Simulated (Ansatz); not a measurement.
**Bi under changes of volume**

One of the cells (31.117 Å³/atom); the others are scaled copies at fixed shape and fractional positions:

```
CELL_PARAMETERS angstrom
-1.98143 1.98143 1.98143
1.98143 -1.98143 1.98143
1.98143 1.98143 -1.98143
ATOMIC_POSITIONS crystal
Bi 0.00000 0.00000 0.00000
```

This isn't the form of Bi at room conditions, which is rhombohedral.

| Item | Value |
| --- | --- |
| Program | Ansatz 0.2.0 |
| Functional | CAM-B3LYP |
| Potentials or basis | Ansatz PAW |
| Cutoff | 420 eV (not typed: the program's choice for these potentials) |
| k mesh | 5 × 5 × 5 |
| Occupations | fermi-dirac, width 0.05 eV |
| Spin | no spin polarisation |

```csv
volume (Å³/atom),energy over the lowest point (meV/atom),pressure (GPa)
29.250,9.66,2.7
29.872,2.06,1.2
30.495,0.00,-0.1
31.117,61.17,0.3
31.739,62.12,-0.8
32.362,67.36,-1.9
32.984,?,?
```

**Question.** What does the run at 32.984 Å³/atom give?

**Answer.** Energy over the lowest point 76.40 meV/atom; pressure -2.8 GPa.

The energies don't lie on one smooth curve, so no fit is given. The run at 30.495 Å³/atom lies farthest off, from a change of basis, grid or state.

Energies are extrapolated to zero smearing.

Caveats: all runs use coarse meshes; the PAW data sets come from PBE, with cores solved anew for the run's functional, which leaves a small shift of forces and pressure; the thresholds are loose for stress.
